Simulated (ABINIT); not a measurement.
Runs of ABINIT 10.8.3 (patched build) on InAs. Symmetry: F-43m, No. 216, cubic system. Conventional cell: a = 6.036 Å, b = 6.036 Å, c = 6.036 Å, α = 90.00°, β = 90.00°, γ = 90.00°. Around In (site symmetry -43m) lie 4 As at 2.61 Å. As (site symmetry -43m) is surrounded by 4 In at 2.61 Å. 

```tsv
task	level	potentials or basis	cell	k mesh	cutoff (eV)	cell freedom (optcell)	optimiser (ionmov)	cutoff smearing ecutsm (Ha)	force stop (Ha/bohr)	fine-grid cutoff	gap on the mesh (eV)	pressure (GPa)	relaxed volume (Å³/atom)
single point	PBEsol	PseudoDojo NC SR PBEsol v0.4.1 standard	as given	6 × 6 × 6	1034	-	-	-	-	-	none	1.0	-
single point	PBE	PseudoDojo NC SR PBE v0.4.1 standard	as given	6 × 6 × 6	1034	-	-	-	-	-	none	-	-
single point	LDA	PseudoDojo NC SR LDA v0.4.1 standard	as given	6 × 6 × 6	925	-	-	-	-	-	none	-	-
relaxation of cell and atoms	PBEsol	JTH PAW PBE v2.0	relaxed	6 × 6 × 6	599	2	2	0.5	2e-05	1197.3 eV	none	0.0	28.26
positron lifetime	PBEsol	JTH PAW PBE v2.0	as given	6 × 6 × 6	327	-	-	-	-	653.073 eV	none	-	-
relaxation of cell and atoms	PBEsol	PseudoDojo NC SR PBEsol v0.4.1 standard	relaxed	6 × 6 × 6	1034	2	22	0.5	2e-05	-	none	0.0	28.28
single point	PBEsol	JTH PAW PBE v2.0	as given	6 × 6 × 6	327	-	-	-	-	653.073 eV	none	-	-
optical spectrum	PBE	PseudoDojo NC SR PBE v0.4.1 standard	as given	6 × 6 × 6, with 4 shifts	1088	-	-	-	-	-	-	(a)	-
optical spectrum	PBEsol	PseudoDojo NC SR PBEsol v0.4.1 standard	as given	6 × 6 × 6, with 4 shifts	1034	-	-	-	-	-	-	0.9	-
single point	PBEsol	PseudoDojo NC SR PBEsol v0.4.1 standard	as given	6 × 6 × 6	1143	-	-	-	-	-	none	1.7	-
single point	PBE	PseudoDojo NC SR PBE v0.4.1 standard	as given	6 × 6 × 6	1088	-	-	-	-	-	none	(b)	-
relaxation of cell and atoms	PBEsol	PseudoDojo NC SR PBEsol v0.4.1 standard	relaxed	6 × 6 × 6	1143	2	2	0.5	2e-05	-	none	0.0	28.28
```

Alike in all rows: no spin polarisation; smearing fermi-dirac 0.05 eV.

Question: Estimate the missing entries.

Answer: (a) 4.2; (b) 4.3.

Caveats: this crystal is a semiconductor, whose small gap the functional closes, so the metal is an error of the method (some runs); the PAW data sets were made with another functional, which shifts forces and pressure a little (some runs); the intraband (Drude) term is left out (some runs); spectra need much finer meshes, so this one isn't converged (some runs); the PAW basis is incomplete for the positron (some runs).

A k mesh can miss the band edges, and the runs leave out spin-orbit coupling on As, In.

A gap of «none» marks a metal or a gap under the smearing width.

Not every run made on this cell is shown here.
